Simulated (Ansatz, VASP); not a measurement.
# Two plane-wave programs on Ir

```xyz
1
Lattice="0.0000 1.9197 1.9197 1.9197 0.0000 1.9197 1.9197 1.9197 0.0000" Properties=species:S:1:pos:R:3 pbc="T T T"
Ir    0.0000    0.0000    0.0000
```

Alike in both runs: task electric field gradients; functional PBEsol; k mesh 18 × 18 × 18; occupations fermi-dirac, width 0.05 eV; no spin polarisation.

```csv
,VASP,Ansatz
version,VASP 6.6.1,Ansatz 0.2.0
potentials or method,"VASP PAW PBE potentials, release 64 (Ir)","PAW with Ansatz's default frozen-core files, scalar-relativistic"
plane-wave cutoff (eV),520,420
valence electrons in the cell,9,17
```

```tsv
	VASP	Ansatz	Ansatz less VASP
pressure (GPa)	-1.7	-2.7	-0.94
Vzz of the field gradient on the site that differs most (V/Å²)	0.0	0.0	0.00
```

The two sets of potentials don't hold the same shells in valence. Ansatz warned: «gradients_without_spin_orbit».

Caveats: the PAW data sets were made with another functional, which shifts forces and pressure a little (VASP). The runs have no spin-orbit coupling, so splittings on Ir are missing.
